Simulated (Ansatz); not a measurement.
Crystal: TiTe2.

```
Te Ti
1.0
     3.77700    0.00000    0.00000
    -1.88850    3.27098    0.00000
     0.00000    0.00000    6.49800
Te Ti
2 1
Direct
  0.33333 0.66667 0.73720
  0.66667 0.33333 0.26280
  0.00000 0.00000 0.00000
```

```yaml
Program: Ansatz 0.2.0
Task: relaxation of cell and atoms
Functional: revPBE
Potentials_or_basis: Ansatz PAW
Cutoff: "420 eV (not typed: the program's choice for these potentials)"
k_mesh: 8 × 8 × 4
Occupations: fermi-dirac, width 0.05 eV
Spin: no spin polarisation
```

At the start: volume 26.76 Å³/atom.

Problem. How do energy, volume and symmetry change on relaxing?

Solution. It ends after 26 steps and the volume is 40.80 Å³/atom (+52.5 %); space group P-3m1 (No. 164, to 0.05 Å).

Step by step:
| step | energy change (eV) | largest force (eV/Å) | volume (Å³) |
| --- | --- | --- | --- |
| 1 | 0.0000 | 0.0714 | 80.28 |
| 2 | -0.0379 | 0.1083 | 88.99 |
| 3 | -0.0503 | 0.0908 | 88.59 |
| 4 | -0.0581 | 0.0222 | 89.22 |
| 5 | -0.0676 | 0.0188 | 91.72 |
| 6 | -0.0687 | 0.0064 | 93.04 |
| 7 | -0.0688 | 0.0018 | 93.37 |
| 8 | -0.0784 | 0.0017 | 93.37 |
| 9 | -0.0868 | 0.0012 | 96.15 |
| 10 | -0.0953 | 0.0257 | 100.08 |
| 11 | -0.0995 | 0.0054 | 103.90 |
| 12 | -0.0990 | 0.0083 | 105.74 |
| 13 | -0.0995 | 0.0019 | 104.77 |
| 14 | -0.1041 | 0.0022 | 104.77 |
| 15 | -0.1062 | 0.0236 | 106.64 |
| 16 | -0.1083 | 0.0782 | 110.60 |
| 17 | -0.1096 | 0.0378 | 114.42 |
| 18 | -0.1097 | 0.0195 | 114.20 |
| 19 | -0.1097 | 0.0004 | 114.47 |
| 20 | -0.1115 | 0.0003 | 114.47 |
| 21 | -0.1118 | 0.0022 | 116.18 |
| 22 | -0.1120 | 0.0225 | 120.11 |
| 23 | -0.1118 | 0.0143 | 122.34 |
| 24 | -0.1119 | 0.0071 | 122.18 |
| 25 | -0.1118 | 0.0001 | 122.40 |
| 26 | -0.1128 | 0.0002 | 122.40 |

Final structure:
```
CELL_PARAMETERS angstrom
3.79448 0.00000 0.00000
-1.89724 3.28612 0.00000
0.00000 0.00000 9.81639
ATOMIC_POSITIONS crystal
Te 0.33333 0.66667 0.82247
Te 0.66667 0.33333 0.17753
Ti 0.00000 0.00000 0.00000
```

Caveat: the volume moved by over 15 % at a fixed basis, so the end points are rough; the plane-wave basis is chosen anew once the cell has moved, so the energies of steps on either side of that aren't comparable; this functional lacks dispersion, which binds the layers, so the pressure and a relaxed spacing across them are unreliable, and here the layers came unbound; the PAW data sets come from PBE, with cores solved anew for the run's functional, which leaves a small shift of forces and pressure.
